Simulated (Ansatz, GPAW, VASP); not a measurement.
## GaAs: 3 runs at one level of theory

```
As Ga
1.0
     0.00000    2.82685    2.82685
     2.82685    0.00000    2.82685
     2.82685    2.82685    0.00000
As Ga
1 1
Direct
  0.75000 0.75000 0.75000
  0.00000 0.00000 0.00000
```

Alike in all runs: task single point; functional PBE; k mesh 8 × 8 × 8; occupations gaussian, width 0.024 eV; no spin polarisation; no spin-orbit coupling. Pressure is positive in compression and, in plane waves, holds the error of the finite cutoff.

```json
{"program and potentials": "VASP, PBE PAW files As, Ga_d, 520 eV", "plane-wave cutoff (eV)": "520", "notes": "9 valence electrons an atom on average", "band gap (eV)": "0.52", "pressure (GPa)": "3.44"}
{"program and potentials": "GPAW, GPAW PAW data sets (gpaw-data 1.2.1)", "plane-wave cutoff (eV)": "600", "notes": "4 valence electrons an atom on average", "band gap (eV)": "0.59", "pressure (GPa)": "4.33"}
{"program and potentials": "Ansatz, all-electron LAPW, scalar-relativistic", "plane-wave cutoff (eV)": "-", "notes": "-", "band gap (eV)": "0.52", "pressure (GPa)": "3.27"}
```

The band gap spans 0.52 (VASP, PBE PAW files As, Ga_d, 520 eV) to 0.59 eV (GPAW, GPAW PAW data sets (gpaw-data 1.2.1)), with all-electron results at 0.52. The pressure spans 3.27 (Ansatz, all-electron LAPW, scalar-relativistic) to 4.33 GPa (GPAW, GPAW PAW data sets (gpaw-data 1.2.1)), with all-electron results at 3.27. Spin-orbit coupling, left out here, moves the band edges of heavy atoms.

Differences between rows come from potentials, basis sets and numerical settings, since the functional is the same but for its coding. Runs on potential files found faulty are left out.
